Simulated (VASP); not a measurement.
# AgCl (Chlorargyrite) (Fm-3m) in VASP: further runs

The runs below take AgCl (Chlorargyrite) through single point, with HSE06, PBE.

All numbers are computed with VASP 6.6.1; they aren't measurements. Logs are shortened: lines on timing, memory, paths and dates and some standing lists are left out, and cuts for length are marked.

**The experiment to reproduce.**

From a printed reference work, data compilation, for a bulk crystal of AgCl: band gap 3.249 eV (indirect).

The results are compared with them further down.

### Step 1. The crystal as given

The structure is cubic, space group Fm-3m (No. 225). Conventional cell: a = 5.546 Å, b = 5.546 Å, c = 5.546 Å, α = 90.00°, β = 90.00°, γ = 90.00°. Around Ag (site symmetry m-3m) lie 6 Cl at 2.77 Å. Cl (site symmetry m-3m) is surrounded by 6 Ag at 2.77 Å.

### Step 2. Single point, HSE06

Contents of POSCAR:

```
AgCl
1.0
    0.0000000000      2.7731725651      2.7731725651
    2.7731725651      0.0000000000      2.7731725651
    2.7731725651      2.7731725651      0.0000000000
Ag Cl
1 1
Direct
    0.0000000000      0.0000000000      0.0000000000
    0.5000000000      0.5000000000      0.5000000000
```

Contents of INCAR.step1:

```
  ALGO = Normal
  EDIFF = 1E-5
  ENCUT = 520
  GGA = PE
  ISIF = 2
  ISMEAR = 0
  LASPH = T
  LCHARG = F
  LREAL = F
  LWAVE = T
  NBANDS = 16
  NELM = 60
  PREC = Accurate
  SIGMA = 0.01
```

Contents of INCAR.step2:

```
  ALGO = Normal
  EDIFF = 1E-6
  ENCUT = 520
  GGA = PE
  HFSCREEN = 0.2079
  ISIF = 2
  ISMEAR = 0
  ISTART = 1
  LASPH = T
  LCHARG = F
  LHFCALC = T
  LREAL = F
  LWAVE = F
  NBANDS = 16
  NELM = 60
  PREC = Accurate
  PRECFOCK = Normal
  SIGMA = 0.01
```

Contents of KPOINTS:

```
k-points
0
Gamma
  4 4 4
```

Potentials or basis: VASP PAW PBE potentials, release 64 (Ag, Cl).

Command:

```sh
cat potpaw_PBE.64/Ag/POTCAR potpaw_PBE.64/Cl/POTCAR > POTCAR
cp INCAR.step1 INCAR
mpirun -np 1 vasp_std > vasp.out
cp INCAR.step2 INCAR
mpirun -np 1 vasp_std > vasp.out
```

OUTCAR:

```text
EDIFF = 1E-6
   ENCUT = 520
   GGA = PE
   HFSCREEN = 0.2079
   ISIF = 2
   ISMEAR = 0
   ISTART = 1
   LASPH = T
   LHFCALC = T
   LREAL = F
   NELM = 60
   PREC = Accurate
   PRECFOCK = Normal

 ion  position               nearest neighbor table
   1  0.000  0.000  0.000-   2 2.77   2 2.77   2 2.77   2 2.77   2 2.77   2 2.77
   2  0.500  0.500  0.500-   1 2.77   1 2.77   1 2.77   1 2.77   1 2.77   1 2.77

  LATTYP: Found a face centered cubic cell.
 ALAT       =     5.5463451302

  Lattice vectors:

 A1 = (   0.0000000000,   2.7731725651,   2.7731725651)
 A2 = (   2.7731725651,   0.0000000000,   2.7731725651)
 A3 = (   2.7731725651,   2.7731725651,   0.0000000000)

Analysis of symmetry for initial positions (statically):
=====================================================================
 Subroutine PRICEL returns:
 Original cell was already a primitive cell.

 Routine SETGRP: Setting up the symmetry group for a
 face centered cubic supercell.

 Subroutine GETGRP returns: Found 48 space group operations
 (whereof 48 operations were pure point group operations)
 out of a pool of 48 trial point group operations.

The static configuration has the point symmetry O_h .

Analysis of symmetry for dynamics (positions and initial velocities):
=====================================================================
 Subroutine PRICEL returns:
 Original cell was already a primitive cell.

 Routine SETGRP: Setting up the symmetry group for a
 face centered cubic supercell.

 Subroutine GETGRP returns: Found 48 space group operations
 (whereof 48 operations were pure point group operations)
 out of a pool of 48 trial point group operations.

The dynamic configuration has the point symmetry O_h .

 Subroutine INISYM returns: Found 48 space group operations
 (whereof 48 operations are pure point group operations),
 and found     1 'primitive' translations

----------------------------------------------------------------------------------------

                                     Primitive cell

  volume of cell :      42.6541

  direct lattice vectors                    reciprocal lattice vectors
[... 72 lines left out ...]
   EDIFFG = 0.1E-04   stopping-criterion for IOM
   NSW    =      0    number of steps for IOM
   IBRION =     -1    ionic relax: 0-MD 1-quasi-New 2-CG
   NFREE  =      0    steps in history (QN), initial steepest desc. (CG)
   ISIF   =      2    stress and relaxation
   ISYM   =      3    0-nonsym 1-usesym 2-fastsym
   POTIM  = 0.5000    time-step for ionic-motion
   TEBEG  =    0.0;   TEEND  =   0.0 temperature during run
   PSTRESS=    0.0 pullay stress
   NELECT =      18.0000    total number of electrons
   NUPDOWN=      -1.0000    fix difference up-down
   EMIN   =  10.00;   EMAX   =-10.00  energy-range for DOS
   EFERMI =   0.00;   METHOD = LEGACY
   ISMEAR =     0;   SIGMA  =   0.01  broadening in eV -4-tet -1-fermi 0-gaus
   EFERMI_NEDOS =   21; number of points for ismear=-14 and -15
   IALGO  =     38    algorithm
   IMIX   =      1    mixing-type and parameters
     AMIX     =   0.40;   BMIX     =  1.00
     AMIX_MAG =   1.60;   BMIX_MAG =  1.00
  volume/ion in A,a.u.               =      21.33       143.92
  Fermi-wavevector in a.u.,A,eV,Ry     =   1.227945  2.320479 20.515517  1.507848
  Thomas-Fermi vector in A             =   2.362889
   LORBIT       =      0    0 simple, 1 ext, 2 COOP (PROOUT), +10 PAW based schemes
   GGA     = PE    functional components
   LHFCALC =     T    Hartree Fock is set to
   PRECFOCK=normal    Normal, Fast or Accurate (Low or Medium for compatibility)
   ENCUT4O =  -1.0   cutoff for four orbital integrals eV
   NKREDX  =     1    reduce k-point grid by
   NKREDY  =     1    reduce k-point grid by
   NKREDZ  =     1    reduce k-point grid by
   AEXX    =    0.2500 exact exchange contribution
   HFSCREEN=    0.2079 screening length (either q_TF or 0.3 A-1)
   HFSCREENC=   0.2079 screening length for correlation (either q_TF or 0.3 A-1)
   ENCUTFOCK=  -1.0 apply spherical cutoff to Coloumb kernel
   IVDW    =     0    specifies the selected vdW correction
   LEPSILON=     F    determine dielectric tensor
   LRPA    =     F    only Hartree local field effects (RPA)
 non-spin polarized calculation
 Gauss-broadening in eV      SIGMA  =   0.01
  energy-cutoff  :      520.00
  volume of cell :       42.65
 maximum number of plane-waves:      1174
 NGX is ok and might be reduce to    30
  NGX = 24; NGY = 24; NGZ = 24

 number of electron      18.0000005 magnetization

 Free energy of the ion-electron system (eV)
  ---------------------------------------------------
  ext. energy  EPLUGINS =         0.00000000
  ---------------------------------------------------
  free energy    TOTEN  =        -6.63024623 eV

  energy without entropy =       -6.63024623  energy(sigma->0) =       -6.63024623

 E-fermi :   2.8816     XC(G=0):  -8.2090

 val. band max:        2.7918562820   @ k =   0.5000   0.0000   0.0000
 cond. band min:       5.1890753711   @ k =   0.0000   0.0000   0.0000
 fundamental gap:      2.3972190891
 Fermi energy:         2.8816335611

 k-point     1 :       0.0000    0.0000    0.0000
  band No.  band energies     occupation
      1     -13.4820      2.00000
      2      -0.0550      2.00000
      3      -0.0550      2.00000
      4      -0.0550      2.00000
      5      -0.0539      2.00000
      6      -0.0538      2.00000
[... 129 lines left out ...]
      3      -1.3130      2.00000
      4      -1.3130      2.00000
      5       0.4077      2.00000
      6       0.4303      2.00000
[... 8 lines left out ...]
     15      18.1738      0.00000
     16      19.8238      0.00000

------------------------ aborting loop because EDIFF is reached ----------------------------------------

  FORCE on cell =-STRESS in cart. coord.  units (eV):
  Direction    XX          YY          ZZ          XY          YZ          ZX
  --------------------------------------------------------------------------------------
  -------------------------------------------------------------------------------------
  Total        0.3485314      0.3485314      0.3485314      0.0000000      0.0000000     -0.0000000
  in kB       13.0915739     13.0915739     13.0915739      0.0000000      0.0000000     -0.0000000
  external PRESSURE =      13.0915739 kB  Pullay stress =       0.0000000 kB

 VOLUME and BASIS-vectors are now :
 -----------------------------------------------------------------------------
  energy-cutoff  :      520.00
  volume of cell :       42.65
      direct lattice vectors                 reciprocal lattice vectors
     0.000000000  2.773172565  2.773172565    -0.180298913  0.180298913  0.180298913
     2.773172565  0.000000000  2.773172565     0.180298913 -0.180298913  0.180298913
     2.773172565  2.773172565  0.000000000     0.180298913  0.180298913 -0.180298913

 POSITION                                       TOTAL-FORCE (eV/Angst)
 -----------------------------------------------------------------------------------
      0.00000      0.00000      0.00000        -0.000000      0.000000     -0.000000
      2.77317      2.77317      2.77317         0.000000     -0.000000      0.000000
 -----------------------------------------------------------------------------------
    total drift:                               -0.000000     -0.000001     -0.000001

  FREE ENERGIE OF THE ION-ELECTRON SYSTEM (eV)
  ---------------------------------------------------
  free  energy   TOTEN  =        -6.6302462302 eV

  energy  without entropy=       -6.6302462302  energy(sigma->0) =       -6.63024623
```

It took 15 min on 1 thread of AMD EPYC 7R43 (Zen 3), shared host; peak memory 0.22 GiB.

Results:

```
Free energy            : -6.6302 eV
Pressure               : 1.3 GPa
Band gap on the k mesh : 2.40 eV, indirect (least direct gap 4.63 eV)
```

Caveat: the k mesh is coarse (spacing up to 0.49 Å⁻¹), so the values aren't converged, least of all with exact exchange; the PAW data sets were made with another functional, which shifts forces and pressure a little.

### Step 3. Single point, PBE

Contents of INCAR:

```
  PREC = Accurate
  ENCUT = 520
  EDIFF = 1E-6
  ISMEAR = 0
  SIGMA = 0.01
  LREAL = False
  LASPH = True
  NELM = 60
  ALGO = Normal
  ISIF = 2
  LWAVE = False
  LCHARG = False
  GGA = PE
  NBANDS = 16
```

Contents of KPOINTS:

```
regular mesh
0
Gamma
  6 6 6
```

POSCAR is that of step 2.

Potentials or basis: VASP PAW PBE potentials, release 64 (Ag, Cl).

Command:

```sh
cat potpaw_PBE.64/Ag/POTCAR potpaw_PBE.64/Cl/POTCAR > POTCAR
mpirun -np 1 vasp_std > vasp.out
```

It took 38 s on 1 thread of AMD EPYC 7R43 (Zen 3), shared host; peak memory 0.12 GiB.

The run converged. Its results:

| Item | Value |
| --- | --- |
| Free energy | -5.3940 eV |
| Pressure | 1.5 GPa |
| Band gap on the k mesh | 0.91 eV, indirect (least direct gap 3.23 eV) |

Levels at points of the mesh, in eV from the valence-band top:
| k point | band 5 | band 6 | band 7 | band 8 | band 9 | band 10 | band 11 | band 12 | band 13 | band 14 |
| --- | --- | --- | --- | --- | --- | --- | --- | --- | --- | --- |
| (0.00, 0.00, 0.00) | -2.40 | -2.40 | -2.32 | -2.32 | -2.32 | 0.91 | 10.85 | 10.85 | 10.85 | 12.38 |
| (0.50, 0.00, 0.00) | -2.07 | -2.07 | -1.76 | 0.00 | 0.00 | 4.24 | 6.53 | 7.67 | 7.67 | 13.58 |
| (0.50, 0.50, 0.00) | -2.76 | -2.21 | -1.95 | -1.95 | -1.87 | 2.38 | 8.03 | 8.63 | 11.51 | 11.51 |

### Step 4. Single point, HSE06

POSCAR is that of step 3.

Contents of INCAR.step1:

```
PREC = Accurate
ENCUT = 520
EDIFF = 1E-5
ISMEAR = 0
SIGMA = 0.01
LREAL = False
LASPH = True
NELM = 100
ALGO = Normal
ISIF = 2
LWAVE = True
GGA = PE
NBANDS = 16
```

Contents of INCAR.step2:

```
PREC = Accurate
ENCUT = 520
EDIFF = 1E-6
ISMEAR = 0
SIGMA = 0.01
LREAL = False
LASPH = True
NELM = 100
ALGO = Normal
ISIF = 2
LWAVE = False
LCHARG = True
GGA = PE
LHFCALC = True
HFSCREEN = 0.2079
PRECFOCK = Normal
LELF = True
LVHAR = True
ISTART = 1
NBANDS = 16
```

Contents of KPOINTS:

```
regular mesh
0
Gamma
  2 2 2
```

Command:

```sh
cat potpaw_PBE.64/Ag/POTCAR potpaw_PBE.64/Cl/POTCAR > POTCAR
cp INCAR.step1 INCAR
mpirun -np 1 vasp_std > vasp.out
cp INCAR.step2 INCAR
mpirun -np 1 vasp_std > vasp.out
```

Run time: 61 s. Hardware: 1 thread of AMD EPYC 7R43 (Zen 3), shared host; peak memory 0.2 GiB.

It converged, with:

```yaml
Free_energy: -6.1672 eV
Pressure: 5.7 GPa
Band_gap_on_the_k_mesh: 2.54 eV, indirect (least direct gap 4.67 eV)
```

Levels at points of the mesh, in eV from the valence-band top:
```
           k point  band 6  band 7  band 8  band 9  band 10  band 11  band 12  band 13
(0.00, 0.00, 0.00)   -2.93   -2.13   -2.13   -2.13     2.54    12.48    12.48    12.48
(0.50, 0.00, 0.00)   -2.57   -2.10    0.00    0.00     5.71     8.51     9.31     9.31
(0.50, 0.50, 0.00)   -2.75   -2.46   -2.46   -2.37     4.05     9.43    10.42    13.43
```

Caveat: the k mesh is coarse (spacing up to 0.98 Å⁻¹), so the values aren't converged, least of all with exact exchange; the PAW data sets were made with another functional, which shifts forces and pressure a little. A k mesh can miss the band edges.

### Step 5. Summary

| level | k mesh | exchange at q = 0 | grid for exact exchange (PRECFOCK) | screening parameter | mesh quality | gap on the mesh (eV) | pressure (GPa) |
| --- | --- | --- | --- | --- | --- | --- | --- |
| HSE06 | 4 × 4 × 4 | truncated | Normal | 0.2079 1/A | coarse | 2.40 | 1.3 |
| PBE | 6 × 6 × 6 | - | - | - | not flagged | 0.91 | 1.5 |
| HSE06 | 2 × 2 × 2 | truncated | Normal | 0.2079 1/A | coarse | 2.54 | 5.7 |

Alike in all rows: task single point; potentials or basis VASP PAW PBE potentials, release 64 (Ag, Cl); no spin polarisation; cell as given; cutoff (eV) 520; smearing gaussian 0.01 eV.

Caveats: some runs use coarse meshes; the PAW data sets were made with another functional, which shifts forces and pressure a little (some runs).

Total energies depend on the potentials used, so only differences within one code and one set of settings carry meaning.

### Step 6. How close it comes

Step 3. Against the measured gap of AgCl, 3.249 eV (indirect; a printed reference work, data compilation), the calculated 0.91 eV is off by -2.34 eV. So large a miss can be the level of theory's own, or it may mean another phase, state or a wrong row. Spin-orbit coupling on Ag is left out. The value is that of PBE on a finite k mesh, which can miss the band edges, without temperature or zero-point motion. Semilocal functionals fall short of measured gaps as a rule.
